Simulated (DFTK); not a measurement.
Crystal: MgO.

```
CELL_PARAMETERS angstrom
0.00000 2.09700 2.09700
2.09700 0.00000 2.09700
2.09700 2.09700 0.00000
ATOMIC_POSITIONS crystal
Mg 0.00000 0.00000 0.00000
O 0.50000 0.50000 0.50000
```

The cell is a database's computed one.

Base run:

| Item | Value |
| --- | --- |
| Program | DFTK 0.8.2 |
| Functional | BJ06 |
| Potentials or basis | SG15 1.2 (PBE) |
| Cutoff | 1225 eV |
| k mesh | 11 × 11 × 11 |
| Occupations | fermi-dirac, width 0.05 eV |
| Spin | no spin polarisation |

Its results: band gap on the k mesh 5.76 eV, direct.

Task: The run is repeated on the same cell with these changes: functional from BJ06 to PBEsol. What comes out?

Result: Band gap on the k mesh 4.74 eV, direct.

Caveats: the program leaves the constant c of mgga_x_tb09 at 1, so the potential is Becke-Johnson's (BJ06) and not Tran and Blaha's, with levels but no total energy (some runs).
